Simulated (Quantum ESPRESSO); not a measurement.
# SiC (Moissanite) (P6_3mc) in Quantum ESPRESSO: settings compared, part 2 of 2

Quantum ESPRESSO 7.5. The steps go on from the part before.

## 3. Phonons, LDA

pw.in reads:

```
&CONTROL
  calculation = 'scf'
  prefix = 'pwscf'
  outdir = './tmp'
  pseudo_dir = './pseudo'
  tprnfor = .true.
  tstress = .true.
  disk_io = 'low'
/
&SYSTEM
  ibrav = 0
  nat = 4
  ntyp = 2
  ecutwfc = 45
  ecutrho = 360
  nbnd = 14
  occupations = 'smearing'
  smearing = 'fd'
  degauss = 0.00367493
/
&ELECTRONS
  conv_thr = 8d-10
  electron_maxstep = 120
  mixing_beta = 0.5
/
ATOMIC_SPECIES
Si    28.0850 si_lda_v1.uspp.F.UPF
C     12.0110 c_lda_v1.2.uspp.F.UPF
CELL_PARAMETERS angstrom
   3.0760000000    0.0000000000    0.0000000000
  -1.5380000000    2.6638941420    0.0000000000
   0.0000000000    0.0000000000    5.0480000000
ATOMIC_POSITIONS crystal
Si     0.6666666667    0.3333333333    0.5000000000
Si     0.3333333333    0.6666666667    0.0000000000
C      0.6666666667    0.3333333333    0.8850000000
C      0.3333333333    0.6666666667    0.3850000000
K_POINTS automatic
6 6 4 0 0 1
```

relax.in reads:

```
&CONTROL
  calculation = 'vc-relax'
  prefix = 'pwscf'
  outdir = './tmp'
  pseudo_dir = './pseudo'
  tprnfor = .true.
  tstress = .true.
  disk_io = 'low'
  nstep = 40
  forc_conv_thr = 0.0001
  etot_conv_thr = 1d-06
/
&SYSTEM
  ibrav = 0
  nat = 4
  ntyp = 2
  ecutwfc = 45
  ecutrho = 360
  nbnd = 14
  occupations = 'smearing'
  smearing = 'fd'
  degauss = 0.00367493
/
&ELECTRONS
  conv_thr = 8d-10
  electron_maxstep = 120
  mixing_beta = 0.5
/
&IONS
  ion_dynamics = 'bfgs'
/
&CELL
  cell_dynamics = 'bfgs'
  press = 0
  press_conv_thr = 0.2
/
ATOMIC_SPECIES
Si    28.0850 si_lda_v1.uspp.F.UPF
C     12.0110 c_lda_v1.2.uspp.F.UPF
CELL_PARAMETERS angstrom
   3.0760000000    0.0000000000    0.0000000000
  -1.5380000000    2.6638941420    0.0000000000
   0.0000000000    0.0000000000    5.0480000000
ATOMIC_POSITIONS crystal
Si     0.6666666667    0.3333333333    0.5000000000
Si     0.3333333333    0.6666666667    0.0000000000
C      0.6666666667    0.3333333333    0.8850000000
C      0.3333333333    0.6666666667    0.3850000000
K_POINTS automatic
6 6 4 0 0 1
```

scf2.in reads:

```
&CONTROL
  calculation = 'scf'
  prefix = 'pwscf'
  outdir = './tmp'
  pseudo_dir = './pseudo'
  tprnfor = .true.
  tstress = .true.
  disk_io = 'low'
/
&SYSTEM
  ibrav = 0
  nat = 4
  ntyp = 2
  ecutwfc = 45
  ecutrho = 360
  nbnd = 14
  occupations = 'fixed'
/
&ELECTRONS
  conv_thr = 1d-13
  electron_maxstep = 120
  mixing_beta = 0.5
  startingpot = 'file'
  startingwfc = 'file'
/
ATOMIC_SPECIES
Si    28.0850 si_lda_v1.uspp.F.UPF
C     12.0110 c_lda_v1.2.uspp.F.UPF
CELL_PARAMETERS angstrom
   3.0562179199    0.0000000000    0.0000000000
  -1.5281089600    2.6467623581    0.0000000000
   0.0000000000    0.0000000000    5.0141106364
ATOMIC_POSITIONS crystal
Si     0.6666666667    0.3333333333    0.5045531425
Si     0.3333333333    0.6666666667    0.0045531425
C      0.6666666667    0.3333333333    0.8804468575
C      0.3333333333    0.6666666667    0.3804468575
K_POINTS automatic
6 6 4 0 0 1
```

ph.in reads:

```
phonons of SiC
&INPUTPH
  prefix = 'pwscf'
  outdir = './tmp'
  tr2_ph = 1d-16
  fildyn = 'dyn'
  niter_ph = 60
  alpha_mix(1) = 0.7
  epsil = .true.
/
0.0000000000 0.0000000000 0.0000000000
```

dynmat.in reads:

```
&INPUT
  fildyn = 'dyn'
  asr = 'crystal'
  lperm = .true.
  filout = 'dynmat.disp'
  fileig = 'dynmat.eig'
/
```

dynmat_lo.in reads:

```
&INPUT
  fildyn = 'dyn'
  asr = 'crystal'
  filout = 'dynmat_lo.disp'
  fileig = 'dynmat_lo.eig'
  q(1) = 0
  q(2) = 0
  q(3) = 1
/
```

Potentials or basis: GBRV 1.5 LDA.

The run is started by

```
OMP_NUM_THREADS=1 pw.x -in pw.in > pw.out
OMP_NUM_THREADS=1 pw.x -in relax.in > relax.out
OMP_NUM_THREADS=1 pw.x -in scf2.in > scf2.out
OMP_NUM_THREADS=1 ph.x -in ph.in > ph.out
OMP_NUM_THREADS=1 dynmat.x -in dynmat.in > dynmat.out
OMP_NUM_THREADS=1 dynmat.x -in dynmat_lo.in > dynmat_lo.out
```

pw.out:

```text
This program is part of the open-source Quantum ESPRESSO suite
     for quantum simulation of materials; please cite
[... 9 lines left out ...]
     --------------------
     sticks:   dense  smooth     PW     G-vecs:    dense   smooth      PW
     Sum         847     421    121                32271    11417    1967

     Using Slab Decomposition

     bravais-lattice index     =            0
     lattice parameter (alat)  =       5.8128  a.u.
     unit-cell volume          =     279.1382 (a.u.)^3
     number of atoms/cell      =            4
     number of atomic types    =            2
     number of electrons       =        16.00
     number of Kohn-Sham states=           14
     kinetic-energy cutoff     =      45.0000  Ry
     charge density cutoff     =     360.0000  Ry
     scf convergence threshold =      8.0E-10
     mixing beta               =       0.5000
     number of iterations used =            8  plain     mixing
     Exchange-correlation= SLA  PZ   NOGX NOGC
                           (   1   1   0   0   0   0   0)

     celldm(1)=   5.812798  celldm(2)=   0.000000  celldm(3)=   0.000000
     celldm(4)=   0.000000  celldm(5)=   0.000000  celldm(6)=   0.000000

     crystal axes: (cart. coord. in units of alat)
               a(1) = (   1.000000   0.000000   0.000000 )
               a(2) = (  -0.500000   0.866025   0.000000 )
               a(3) = (   0.000000   0.000000   1.641092 )

     reciprocal axes: (cart. coord. in units 2 pi/alat)
               b(1) = (  1.000000  0.577350 -0.000000 )
               b(2) = (  0.000000  1.154701  0.000000 )
               b(3) = (  0.000000 -0.000000  0.609350 )

     PseudoPot. # 1 for Si read from file:
     si_lda_v1.uspp.F.UPF
     Pseudo is Ultrasoft + core correction, Zval =  4.0
     Generated by new atomic code, or converted to UPF format
     Using radial grid of  899 points,  6 beta functions with:
                l(1) =   0
                l(2) =   0
                l(3) =   1
                l(4) =   1
                l(5) =   2
                l(6) =   2
     Q(r) pseudized with  8 coefficients,  rinner =    0.900   0.900   0.900
                                                       0.900   0.900

     PseudoPot. # 2 for C  read from file:
     c_lda_v1.2.uspp.F.UPF
     Pseudo is Ultrasoft + core correction, Zval =  4.0
     Generated by new atomic code, or converted to UPF format
     Using radial grid of  721 points,  4 beta functions with:
                l(1) =   0
                l(2) =   0
                l(3) =   1
                l(4) =   1
     Q(r) pseudized with  8 coefficients,  rinner =    1.100   1.100   1.100

     atomic species   valence    mass     pseudopotential
     Si                4.00    28.08500     Si( 1.00)
     C                 4.00    12.01100     C ( 1.00)

     12 Sym. Ops. (no inversion) found ( 6 have fractional translation)

   Cartesian axes

     site n.     atom                  positions (alat units)
         1        Si     tau(   1) = (   0.5000000   0.2886751   0.8205462  )
         2        Si     tau(   2) = (  -0.0000000   0.5773503   0.0000000  )
         3        C      tau(   3) = (   0.5000000   0.2886751   1.4523667  )
         4        C      tau(   4) = (  -0.0000000   0.5773503   0.6318205  )

     number of k points=    14  Fermi-Dirac smearing, width (Ry)=  0.0037
                       cart. coord. in units 2pi/alat
        k(    1) = (   0.0000000   0.0000000   0.0761688), wk =   0.0277778
        k(    2) = (   0.0000000   0.0000000   0.2285063), wk =   0.0277778
        k(    3) = (   0.0000000   0.1924501   0.0761688), wk =   0.1666667
        k(    4) = (   0.0000000   0.1924501   0.2285063), wk =   0.1666667
        k(    5) = (   0.0000000   0.3849002   0.0761688), wk =   0.1666667
        k(    6) = (   0.0000000   0.3849002   0.2285063), wk =   0.1666667
        k(    7) = (   0.0000000  -0.5773503   0.0761688), wk =   0.0833333
        k(    8) = (   0.0000000  -0.5773503   0.2285063), wk =   0.0833333
        k(    9) = (   0.1666667   0.2886751   0.0761688), wk =   0.1666667
        k(   10) = (   0.1666667   0.2886751   0.2285063), wk =   0.1666667
        k(   11) = (   0.1666667   0.4811252   0.0761688), wk =   0.3333333
        k(   12) = (   0.1666667   0.4811252   0.2285063), wk =   0.3333333
        k(   13) = (   0.3333333   0.5773503   0.0761688), wk =   0.0555556
        k(   14) = (   0.3333333   0.5773503   0.2285063), wk =   0.0555556

     Dense  grid:    32271 G-vectors     FFT dimensions: (  36,  36,  60)

     Smooth grid:    11417 G-vectors     FFT dimensions: (  25,  25,  48)

     Initial potential from superposition of free atoms

     starting charge      15.9987, renormalised to      16.0000
     Starting wfcs are   16 randomized atomic wfcs

     Self-consistent Calculation

     iteration #  1     ecut=    45.00 Ry     beta= 0.50
     Davidson diagonalization with overlap
     ethr =  1.00E-02,  avg # of iterations =  3.0

     total energy              =     -42.16812436 Ry
     estimated scf accuracy    <       0.92232991 Ry

     iteration #  2     ecut=    45.00 Ry     beta= 0.50
     Davidson diagonalization with overlap
     ethr =  5.76E-03,  avg # of iterations =  2.0

     total energy              =     -42.39188925 Ry
     estimated scf accuracy    <       0.04841893 Ry

     iteration #  3     ecut=    45.00 Ry     beta= 0.50
     Davidson diagonalization with overlap
     ethr =  3.03E-04,  avg # of iterations =  3.3

     total energy              =     -42.39537167 Ry
     estimated scf accuracy    <       0.00603457 Ry

     iteration #  4     ecut=    45.00 Ry     beta= 0.50
     Davidson diagonalization with overlap
     ethr =  3.77E-05,  avg # of iterations =  3.6

     total energy              =     -42.39589309 Ry
     estimated scf accuracy    <       0.00074323 Ry

     iteration #  5     ecut=    45.00 Ry     beta= 0.50
     Davidson diagonalization with overlap
     ethr =  4.65E-06,  avg # of iterations =  4.3

     total energy              =     -42.39612374 Ry
     estimated scf accuracy    <       0.00011802 Ry

     iteration #  6     ecut=    45.00 Ry     beta= 0.50
     Davidson diagonalization with overlap
     ethr =  7.38E-07,  avg # of iterations =  2.3

     total energy              =     -42.39615597 Ry
     estimated scf accuracy    <       0.00000081 Ry

     iteration #  7     ecut=    45.00 Ry     beta= 0.50
     Davidson diagonalization with overlap
     ethr =  5.09E-09,  avg # of iterations =  4.9

     total energy              =     -42.39615858 Ry
     estimated scf accuracy    <       0.00000051 Ry

     iteration #  8     ecut=    45.00 Ry     beta= 0.50
     Davidson diagonalization with overlap
     ethr =  3.21E-09,  avg # of iterations =  2.0

     total energy              =     -42.39615869 Ry
     estimated scf accuracy    <          1.2E-09 Ry

     iteration #  9     ecut=    45.00 Ry     beta= 0.50
     Davidson diagonalization with overlap
     ethr =  7.71E-12,  avg # of iterations =  3.6

     End of self-consistent calculation

          k = 0.0000 0.0000 0.0762 (  1407 PWs)   bands (ev):

    -6.0383  -2.8915   1.2624   8.0078   8.0078   9.0696   9.1895   9.1895
    14.1696  15.8880  15.9432  15.9432  16.7791  17.9466

          k = 0.0000 0.0000 0.2285 (  1442 PWs)   bands (ev):

    -5.4355  -4.2864   3.6383   6.5671   8.3198   8.3198   8.8067   8.8067
    14.7117  15.7098  16.2520  16.2520  17.0371  17.5806

          k = 0.0000 0.1925 0.0762 (  1415 PWs)   bands (ev):

    -5.5577  -2.4669   1.6780   5.8777   7.3327   7.5237   8.8646   8.9573
    14.1055  15.7820  16.3143  16.8260  16.8767  18.1147

          k = 0.0000 0.1925 0.2285 (  1421 PWs)   bands (ev):

    -4.9613  -3.8282   3.8842   6.1931   6.4594   7.6080   7.7117   8.3344
    14.2656  15.1781  16.4192  17.0399  17.3959  18.2810

          k = 0.0000 0.3849 0.0762 (  1425 PWs)   bands (ev):

    -4.1801  -1.3847   2.0481   3.5045   4.6957   6.3973   7.8817   8.2112
    12.6531  13.9576  16.2624  17.1688  17.6076  19.1287

          k = 0.0000 0.3849 0.2285 (  1419 PWs)   bands (ev):

    -3.6119  -2.5566   2.5449   3.5350   5.5542   6.8274   7.5565   7.6065
    12.7143  13.6207  15.0008  16.6011  18.6100  19.9075

          k = 0.0000-0.5774 0.0762 (  1420 PWs)   bands (ev):

    -2.6782  -1.2764   1.3062   2.7070   4.4764   6.0303   6.5508   7.9186
    12.1003  13.2792  16.2676  16.8880  17.8694  18.8209

          k = 0.0000-0.5774 0.2285 (  1426 PWs)   bands (ev):

    -2.2057  -1.5231   0.8232   1.5201   6.3435   6.4735   7.2304   7.5162
    12.3490  12.6604  14.8989  14.9797  18.5855  20.0454

          k = 0.1667 0.2887 0.0762 (  1424 PWs)   bands (ev):

    -4.6237  -1.6922   2.3052   4.1655   5.1711   6.2817   7.6596   8.4185
    14.5917  14.9042  15.8249  16.3675  18.0194  18.2941

          k = 0.1667 0.2887 0.2285 (  1425 PWs)   bands (ev):

    -4.0438  -2.9545   3.5119   4.6055   5.5651   6.1308   6.9396   7.7449
    14.2558  14.6727  16.2302  16.9454  17.9424  17.9983

          k = 0.1667 0.4811 0.0762 (  1428 PWs)   bands (ev):

    -2.9540  -0.9412   1.6575   3.3779   4.2160   4.7669   6.6142   7.0469
    13.0550  14.5525  16.1809  17.4745  18.3297  19.3094

          k = 0.1667 0.4811 0.2285 (  1421 PWs)   bands (ev):

    -2.4438  -1.5866   1.5344   2.3389   4.7845   5.6770   6.5550   7.8242
    13.3602  14.3981  15.3759  16.2131  17.4869  19.1003

          k = 0.3333 0.5774 0.0762 (  1425 PWs)   bands (ev):

    -1.5021  -1.5021   2.6205   2.7397   2.7397   5.2003   5.8660   5.8660
    12.0543  17.1140  17.1140  17.3121  19.1863  19.1863

          k = 0.3333 0.5774 0.2285 (  1431 PWs)   bands (ev):

    -1.2751  -1.2751   1.7417   1.7417   3.1736   4.1738   7.4369   7.4369
    14.1028  14.7150  14.7150  16.4474  19.5632  19.5632

     the Fermi energy is    10.3890 ev

!    total energy              =     -42.39615869 Ry
     estimated scf accuracy    <          4.6E-11 Ry
     smearing contrib. (-TS)   =      -0.00000000 Ry
     internal energy E=F+TS    =     -42.39615869 Ry

     The total energy is F=E-TS. E is the sum of the following terms:
     one-electron contribution =      10.90579966 Ry
     hartree contribution      =       4.70889446 Ry
     xc contribution           =     -16.22166360 Ry
     ewald contribution        =     -41.78918921 Ry

     convergence has been achieved in   9 iterations

     Forces acting on atoms (cartesian axes, Ry/au):

     atom    1 type  1   force =     0.00000000    0.00000000    0.02835760
     atom    2 type  1   force =     0.00000000   -0.00000000    0.02835760
     atom    3 type  2   force =    -0.00000000   -0.00000000   -0.02835760
     atom    4 type  2   force =     0.00000000    0.00000000   -0.02835760

     Total force =     0.056715     Total SCF correction =     0.000001

     Computing stress (Cartesian axis) and pressure

          total   stress  (Ry/bohr**3)                   (kbar)     P=      -40.86
  -0.00017962  -0.00000000   0.00000000          -26.42       -0.00        0.00
  -0.00000000  -0.00017962   0.00000000           -0.00      -26.42        0.00
   0.00000000   0.00000000  -0.00047406            0.00        0.00      -69.74

=------------------------------------------------------------------------------=
   JOB DONE.
=------------------------------------------------------------------------------=
```

It took 3 min on 1 thread of Arm Neoverse V1, shared host; peak memory 0.16 GiB.

Results:

* Free energy: -576.8743 eV
* Relaxed volume: 10.14 Å³/atom
* Relaxed cell: a = 3.056 Å, b = 3.056 Å, c = 5.014 Å, α = 90.00°, β = 90.00°, γ = 120.00°
* Space group after relaxing (to 0.05 Å): P6_3mc (No. 186)
* Pressure after relaxing: 0.0 GPa
* Electronic dielectric tensor (diagonal): 7.32, 7.32, 7.31
* Born charges (mean of the diagonal): Si +2.73; C -2.84 e
* Highest phonon frequency at Γ, LO-TO splitting left out: 841 cm⁻¹
* Static dielectric tensor (diagonal): 10.65, 10.65, 11.37

Step by step:
| step | energy change (eV) | largest force (eV/Å) | pressure (GPa) | volume (Å³) |
| --- | --- | --- | --- | --- |
| 1 | 0.0000 | 0.7291 | -4.09 | 41.36 |
| 2 | -0.0410 | 0.2128 | 0.28 | 40.51 |
| 3 | -0.0451 | 0.0353 | 0.27 | 40.51 |
| 4 | -0.0458 | 0.0013 | 0.03 | 40.55 |
| 5 | -0.0458 | 0.0002 | 0.00 | 40.56 |

Final structure:
```yaml
crystal:
  lattice:
    - [3.05622, 0.00000, 0.00000]
    - [-1.52811, 2.64676, 0.00000]
    - [0.00000, 0.00000, 5.01411]
  atoms:
    - { symbol: Si, position: [0.66667, 0.33333, 0.50455] }
    - { symbol: Si, position: [0.33333, 0.66667, 0.00455] }
    - { symbol: C, position: [0.66667, 0.33333, 0.88045] }
    - { symbol: C, position: [0.33333, 0.66667, 0.38045] }
```

Phonon frequencies in cm⁻¹ (negative: imaginary):
```
              q point                                   frequencies
(0.000, 0.000, 0.000)  -7 -6 -6 258 258 599 768 768 772 803 803 841
```

Electronic dielectric tensor:
```
7.32 0.00 0.00
0.00 7.32 0.00
0.00 0.00 7.31
```

Born effective charge tensors (e):
atom 1, Si
```
2.66 0.00 0.00
0.00 2.66 0.00
0.00 0.00 2.89
```
atom 2, Si
```
2.66 0.00 0.00
0.00 2.66 0.00
0.00 0.00 2.89
```
atom 3, C
```
-2.80  0.00  0.00
 0.00 -2.80  0.00
 0.00  0.00 -2.90
```
atom 4, C
```
-2.80  0.00  0.00
 0.00 -2.80  0.00
 0.00  0.00 -2.90
```

Optical modes at Γ, degenerate ones joined, polar ones without the macroscopic field:
| cm⁻¹ | components | symmetry | active in | IR intensity, summed ((D/Å)²/amu) |
| --- | --- | --- | --- | --- |
| 258 | 2 | E2 | Raman | 0.00 |
| 599 | 1 | B1 | silent | 0.00 |
| 768 | 2 | E2 | Raman | 0.00 |
| 772 | 1 | A1 | IR and Raman | 46.00 |
| 803 | 2 | E1 | IR and Raman | 81.72 |
| 841 | 1 | B1 | silent | 0.00 |

Zone-centre frequencies without and with the macroscopic field along z (cm⁻¹):
```tsv
	optical modes in rising order
without	258 258 599 768 768 772 803 803 841
with the field	258 258 599 768 768 803 803 841 962
```

Static dielectric tensor, electrons and zone-centre modes:
```
10.65  0.00  0.00
 0.00 10.65  0.00
 0.00  0.00 11.37
```

Caveat: the mesh is thin for the dielectric tensor, Born charges and intensities, which usually come out too large; the Born charges break their sum rule by 0.20 e, a sign of too thin a mesh.
